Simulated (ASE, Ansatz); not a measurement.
**1T-VSe2 triangular flake, bare edges, S on Se sites (28 atoms): close-ups with forces and charges**

The cell holds 28 atoms: 10 V, 15 Se and 3 S. Its edges and angles: a = 21.639 Å, b = 20.080 Å, c = 13.160 Å, α = 90.0°, β = 90.0°, γ = 90.0°. It derives from VSe2 (1T-VSe2) and VS2. 1T-VSe2 (a = 3.36 Å), rectangular cell with x along the armchair direction; triangle of inner radius 3.5 Å, 10 Å of vacuum, 3 of 18 Se replaced by S at random; not relaxed, displaced by a Gaussian of 0.02 Å. Vacuum lies along a, b and c.

Computed with Ansatz 0.2.0: Kohn-Sham DFT, PBE, PAW (set soft_2, large core), plane waves; cutoff 420 eV, Γ point, gaussian smearing of 0.025 eV. Geometry: the geometry as built.

The whole cell was solved; only parts of it are printed.

The surroundings of V28, which bears the longest force, nearest first, numbered as they follow in the input and with coordinates relative to it.

```csv
atom,x,y,z,distance (Å),bonds,Löwdin charge (e),Fx,Fy,Fz (eV/Å)
V28,0.00,0.00,0.00,0.00,2,0.69,-4.05,2.29,0.28
S17,-1.93,0.06,1.57,2.49,2,-0.43,2.15,-0.02,-2.03
Se18,-0.97,1.77,-1.58,2.56,2,-0.36,1.38,-1.80,1.24
V16,-2.88,1.69,0.02,3.34,6,0.77,0.09,-1.04,-0.24
Se23,-1.95,3.37,1.57,4.21,2,-0.37,-0.03,1.09,-0.92
S15,-3.88,0.01,-1.64,4.21,2,-0.50,-1.29,0.25,2.24
Se21,-3.88,3.39,-1.57,5.39,3,-0.19,0.62,0.45,0.46
Se14,-4.86,1.71,1.57,5.39,3,-0.20,-0.17,-0.92,-0.49
V22,-2.92,5.06,-0.03,5.84,4,0.80,-2.86,-1.60,0.34
V13,-5.85,0.05,-0.03,5.85,4,0.83,0.48,3.73,-1.04
```

The column of bonds counts only the pairs Se-V within 3.19 Å, V-S within 3.02 Å; other neighbours, such as metal atoms beside each other in a compound, aren't counted, and periodic images can show an atom twice.

A closer look about S17, one of the 3 S atoms: 14 atoms, nearest first, numbered in the order of the input, with positions taken from that point.

```csv
atom,x,y,z,distance (Å),bonds,Löwdin charge (e),Fx,Fy,Fz (eV/Å)
S17,0.00,0.00,0.00,0.00,2,-0.43,2.15,-0.02,-2.03
V16,-0.96,1.62,-1.55,2.44,6,0.77,0.09,-1.04,-0.24
V28,1.93,-0.06,-1.57,2.49,2,0.69,-4.05,2.29,0.28
Se23,-0.03,3.31,0.00,3.31,2,-0.37,-0.03,1.09,-0.92
Se14,-2.93,1.65,0.00,3.36,3,-0.20,-0.17,-0.92,-0.49
Se18,0.95,1.70,-3.15,3.71,2,-0.36,1.38,-1.80,1.24
S15,-1.95,-0.05,-3.21,3.76,2,-0.50,-1.29,0.25,2.24
V13,-3.92,-0.02,-1.60,4.24,4,0.83,0.48,3.73,-1.04
Se21,-1.95,3.33,-3.14,4.97,3,-0.19,0.62,0.45,0.46
V22,-0.99,5.00,-1.60,5.34,4,0.80,-2.86,-1.60,0.34
V19,-3.88,3.31,-1.57,5.34,6,0.66,-0.31,-0.24,-0.35
Se20,-2.92,5.03,0.05,5.82,3,-0.22,0.79,0.13,-0.91
Se5,-5.82,-0.03,0.03,5.82,2,-0.39,0.95,-0.52,-1.08
S6,-4.87,1.69,-3.17,6.05,3,-0.30,0.25,-0.99,2.12
```

The column of bonds counts only the pairs Se-V within 3.19 Å, V-S within 3.02 Å; other neighbours, such as metal atoms beside each other in a compound, aren't counted, and periodic images can show an atom twice.

A closer look about Se21, whose charge lies farthest from its element's mean: 24 atoms, nearest first, numbered in the order of the input, with positions taken from that point.

```csv
atom,x,y,z,distance (Å),bonds,Löwdin charge (e),Fx,Fy,Fz (eV/Å)
Se21,0.00,0.00,0.00,0.00,3,-0.19,0.62,0.45,0.46
V22,0.96,1.68,1.55,2.47,4,0.80,-2.86,-1.60,0.34
V19,-1.93,-0.01,1.57,2.49,6,0.66,-0.31,-0.24,-0.35
V16,0.99,-1.70,1.60,2.54,6,0.77,0.09,-1.04,-0.24
Se18,2.91,-1.62,-0.01,3.33,2,-0.36,1.38,-1.80,1.24
S6,-2.92,-1.64,-0.03,3.35,3,-0.30,0.25,-0.99,2.12
Se10,-2.88,1.71,-0.02,3.36,3,-0.20,-1.00,-0.03,0.49
S15,0.00,-3.37,-0.06,3.37,2,-0.50,-1.29,0.25,2.24
Se26,-0.03,3.38,0.01,3.38,2,-0.37,1.15,-0.48,0.64
Se23,1.93,-0.01,3.14,3.69,2,-0.37,-0.03,1.09,-0.92
Se14,-0.98,-1.68,3.14,3.70,3,-0.20,-0.17,-0.92,-0.49
Se20,-0.97,1.70,3.19,3.74,3,-0.22,0.79,0.13,-0.91
V24,-1.92,3.36,1.54,4.17,6,0.73,0.06,-0.05,0.32
V13,-1.97,-3.34,1.55,4.18,4,0.83,0.48,3.73,-1.04
S17,1.95,-3.33,3.14,4.97,2,-0.43,2.15,-0.02,-2.03
Se9,-3.88,0.02,3.16,5.00,3,-0.21,-0.57,0.48,-0.67
V8,-4.82,1.70,1.57,5.35,4,0.80,2.69,-1.63,-0.02
V4,-4.83,-1.71,1.57,5.36,6,0.75,0.50,0.23,-0.46
V28,3.88,-3.39,1.57,5.39,2,0.69,-4.05,2.29,0.28
Se7,-5.81,-0.03,-0.01,5.81,2,-0.39,0.09,1.15,1.01
Se12,-2.91,5.05,0.00,5.83,2,-0.36,0.62,2.09,1.17
Se5,-3.87,-3.36,3.18,6.03,2,-0.39,0.95,-0.52,-1.08
Se11,-3.89,3.38,3.14,6.04,2,-0.40,-0.92,-0.59,-0.99
Se25,-0.97,5.07,3.14,6.04,2,-0.35,-0.64,1.93,-1.06
```

The column of bonds counts only the pairs Se-V within 3.19 Å, V-S within 3.02 Å; other neighbours, such as metal atoms beside each other in a compound, aren't counted, and periodic images can show an atom twice.

A closer look about V16, picked at random: 19 atoms, nearest first, numbered in the order of the input, with positions taken from that point.

| atom | x | y | z | distance (Å) | bonds | Löwdin charge (e) | Fx | Fy | Fz (eV/Å) |
| --- | --- | --- | --- | --- | --- | --- | --- | --- | --- |
| V16 | 0.00 | 0.00 | 0.00 | 0.00 | 6 | 0.77 | 0.09 | -1.04 | -0.24 |
| S17 | 0.96 | -1.62 | 1.55 | 2.44 | 2 | -0.43 | 2.15 | -0.02 | -2.03 |
| Se23 | 0.93 | 1.69 | 1.55 | 2.47 | 2 | -0.37 | -0.03 | 1.09 | -0.92 |
| Se18 | 1.91 | 0.08 | -1.61 | 2.50 | 2 | -0.36 | 1.38 | -1.80 | 1.24 |
| Se14 | -1.98 | 0.02 | 1.55 | 2.51 | 3 | -0.20 | -0.17 | -0.92 | -0.49 |
| Se21 | -0.99 | 1.70 | -1.60 | 2.54 | 3 | -0.19 | 0.62 | 0.45 | 0.46 |
| S15 | -1.00 | -1.67 | -1.66 | 2.56 | 2 | -0.50 | -1.29 | 0.25 | 2.24 |
| V28 | 2.88 | -1.69 | -0.02 | 3.34 | 2 | 0.69 | -4.05 | 2.29 | 0.28 |
| V22 | -0.03 | 3.38 | -0.05 | 3.38 | 4 | 0.80 | -2.86 | -1.60 | 0.34 |
| V19 | -2.93 | 1.69 | -0.03 | 3.38 | 6 | 0.66 | -0.31 | -0.24 | -0.35 |
| V13 | -2.97 | -1.64 | -0.05 | 3.39 | 4 | 0.83 | 0.48 | 3.73 | -1.04 |
| S6 | -3.91 | 0.06 | -1.63 | 4.24 | 3 | -0.30 | 0.25 | -0.99 | 2.12 |
| Se20 | -1.97 | 3.40 | 1.59 | 4.24 | 3 | -0.22 | 0.79 | 0.13 | -0.91 |
| Se5 | -4.86 | -1.66 | 1.58 | 5.37 | 2 | -0.39 | 0.95 | -0.52 | -1.08 |
| Se9 | -4.88 | 1.72 | 1.56 | 5.40 | 3 | -0.21 | -0.57 | 0.48 | -0.67 |
| Se10 | -3.88 | 3.42 | -1.61 | 5.41 | 3 | -0.20 | -1.00 | -0.03 | 0.49 |
| Se26 | -1.03 | 5.08 | -1.58 | 5.42 | 2 | -0.37 | 1.15 | -0.48 | 0.64 |
| V4 | -5.83 | 0.00 | -0.03 | 5.83 | 6 | 0.75 | 0.50 | 0.23 | -0.46 |
| V24 | -2.92 | 5.06 | -0.06 | 5.84 | 6 | 0.73 | 0.06 | -0.05 | 0.32 |

The column of bonds counts only the pairs Se-V within 3.19 Å, V-S within 3.02 Å; other neighbours, such as metal atoms beside each other in a compound, aren't counted, and periodic images can show an atom twice.

Neighbours are counted within 3.19 Å (Se-V), 3.02 Å (V-S).

Length of the force by element and coordination:

```csv
element,coordination,atoms,mean length of the force (eV/Å),spread,least,most
S,all,3,2.64,0.246,2.36,2.96
S,2,2,2.78,0.180,2.60,2.96
S,3,1,2.36,0,2.36,2.36
Se,all,15,1.65,0.579,0.894,2.59
Se,2,10,1.95,0.482,1.40,2.59
Se,3,5,1.05,0.108,0.894,1.22
V,all,10,2.55,1.60,0.332,4.67
V,2,3,4.19,0.339,3.92,4.67
V,4,3,3.45,0.324,3.15,3.90
V,6,4,0.660,0.273,0.332,1.07
```

Löwdin charges by element and coordination (they lack the spilled electrons, 0.053 e an atom on average):

```csv
element,coordination,atoms,mean charge (e),spread,least,most
S,all,3,-0.409,0.0803,-0.496,-0.302
S,2,2,-0.463,0.0328,-0.496,-0.430
S,3,1,-0.302,0,-0.302,-0.302
Se,all,15,-0.314,0.0794,-0.396,-0.191
Se,2,10,-0.370,0.0165,-0.396,-0.351
Se,3,5,-0.204,0.0104,-0.221,-0.191
V,all,10,0.742,0.057,0.663,0.833
V,2,3,0.687,0.0086,0.675,0.694
V,4,3,0.814,0.014,0.803,0.833
V,6,4,0.728,0.0401,0.663,0.769
```

The main run has no spin polarisation, so moments on V can't form in it, and no Hubbard term. The Löwdin charges lack the electrons that the projection spills, 0.053 e an atom on average.

[Logs are printed without paths, hosts, clocks, repeated set-up lines and the standing remarks that a program may print on its own settings, such as how far it seeks lower states.]

[Hosts, paths, dates, database ids (printed as entryN), source tags and the programs' standing remarks are cut or masked in the printed files.]
